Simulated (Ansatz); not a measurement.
The calculation used DFT PBE, scalar-relativistic, plane waves, PAW in Ansatz 0.2.0. All cells share a 420 eV cutoff and Γ-centred k meshes spaced at most about 0.3 Å⁻¹ (about 0.25 or finer for metals, 2π included). No spin polarisation.

Temperature and zero-point effects are left out.

Compare these two cells of Al₄P, each relaxed at this level.

A.

```xyz
5
Lattice="-1.7918 1.7918 7.0420 1.7918 -1.7918 7.0420 1.7918 1.7918 -7.0420" Properties=species:S:1:pos:R:3 pbc="T T T"
Al    0.0000    1.7918    3.5210
Al    0.0000    0.0000    8.3449
Al    0.0000    0.0000    5.7391
Al    1.7918    0.0000    3.5210
P     0.0000    0.0000    0.0000
```

B.

```xyz
5
Lattice="-2.5143 2.5143 3.7130 2.5143 -2.5143 3.7130 2.5143 2.5143 -3.7130" Properties=species:S:1:pos:R:3 pbc="T T T"
Al    0.0000    0.0000    2.3829
Al    0.0000    0.0000    5.0431
Al    0.0000    2.5143    0.0000
Al    2.5143    0.0000    0.0000
P     0.0000    0.0000    0.0000
```

Problem. Which form is favoured at zero pressure, and by what margin per atom?

Solution. B is lower, by 111 meV/atom. A has space group I4/mmm (No. 139), 18.1 Å³/atom and no gap on its mesh; B has space group I4/mmm (No. 139), 18.8 Å³/atom and no gap. Counting Al atoms around P (those within 1.25 times the shortest such distance or 1.15 times the sum of covalent radii, 1.27 where that leaves under three; the shortest distance is added where it exceeds 1.18 times the sum of covalent radii), A has P 8 from 2.8 Å and B has P 6. The lower one is the more open, so pressure narrows the difference. Even the lower one lies +0.16 eV/atom against the reference forms of the elements (uncorrected), so neither is stable at this level. In A, around Al on a site of symmetry -4m2 lie 4 Al at 2.53 Å and 4 Al at 2.85 Å; Al on a site of symmetry 4mm has 1 Al at 2.61 Å, 4 P at 2.85 Å and 4 Al at 2.85 Å; P has 8 Al at 2.85 Å. In B, Al on a site of symmetry 4mm has 1 P at 2.38 Å, 1 Al at 2.66 Å and 4 Al at 2.84 Å; around Al on a site of symmetry mmm lie 2 P at 2.51 Å and 4 Al at 2.84 Å; P has 6 Al at 2.38–2.51 Å. Both come from invented guesses.

Cells relaxed within their symmetry can be saddle points.
